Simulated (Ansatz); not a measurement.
**The polar optical mode of TlCl at -0.7 GPa, worked through**

All numbers below come from DFT LDA, scalar-relativistic, plane waves, PAW (Ansatz 0.2.0). Plane waves to 420 eV; Γ-centred k mesh 8×8×8; fixed occupations. No spin polarisation. Phonons by linear response, acoustic sum rule imposed.

The cell is fixed (symmetry leaves no force on the atoms) and stands under -0.7 GPa:
```
Tl Cl
1.0
     3.71640    0.00000    0.00000
     0.00000    3.71640    0.00000
     0.00000    0.00000    3.71640
Tl Cl
1 1
Direct
  0.00000 0.00000 0.00000
  0.50000 0.50000 0.50000
```

The cell is the ideal cubic caesium chloride prototype. Spin–orbit coupling is left out, which matters for heavy elements. The run warned that the force constants aren't converged on this k mesh, so the frequencies and all that is formed from them are rough.

Linear response gives ν_TO = 55.7 cm⁻¹, Born charges ±2.156 e (positive on Tl) and ε∞ = 6.203. The primitive cell holds 51.330 Å³, and the masses are 204.380 and 35.450 amu.

Question: Find ν_LO and the static dielectric constant.

Answer: The long-wave field adds a restoring force: ω_LO² − ω_TO² = Z*²e²/(ε_vac ε∞ μV). In these units ν_LO² − ν_TO² = 4.92064×10⁷ Z*²/(μ V ε∞) cm⁻², with μ = m₁m₂/(m₁ + m₂) = 30.210 amu: 23773 cm⁻². So ν_LO = √(55.7² + 23773) = 163.9 cm⁻¹, and the run gives 163.9. Lyddane–Sachs–Teller then gives ε0 = ε∞ (ν_LO/ν_TO)² = 53.72, against 53.71 in the run (it forms both from the same three quantities, so the match checks the arithmetic only). Between ν_TO and ν_LO the dielectric function is negative and an undamped crystal reflects fully: a reststrahlen band from 61.0 to 179.5 μm.

Question: What do the Clausius–Mossotti polarisability and the Szigeti charge come to?

Answer: With the Lorentz local field, α = (3V/4π)(ε∞ − 1)/(ε∞ + 2) = 7.77 Å³ for the pair, and e_S = 3Z*/(ε∞ + 2) = 0.79 e. The Born charge includes the electrons' response to the dipole's own local field, and e_S takes that enhancement out. The Lorentz field assumes point-like polarisable ions, a poor picture once ε∞ is this large, since the electron clouds then overlap or are shared, so both numbers are formal here.

Question: How strongly does a slow electron couple to the LO mode?

Answer: For one isotropic parabolic band, Fröhlich's constant is α_F = (1/ε∞ − 1/ε0) √(m* Ry/ħω_LO), with Ry = 13.606 eV, ħω_LO = 20.3 meV and m* in free-electron masses: α_F = 0.1426 × 25.87 × √m* = 3.69 √m*. The band mass isn't part of this run; for m* = 0.1, 0.3 and 1 it gives 1.17, 2.02, 3.69. In weak coupling the polaron lies α_F ħω_LO below the band edge (41 meV at m* = 0.3) with a mass m*(1 + α_F/6); past α_F of about 5 or 6 that expansion fails. A semilocal functional's ε∞ tends to be too large, which taken alone lowers α_F.

Cost: 1 run of about 0.28 core-minutes, on Intel Xeon 6975P-C (Granite Rapids) (shared hosts).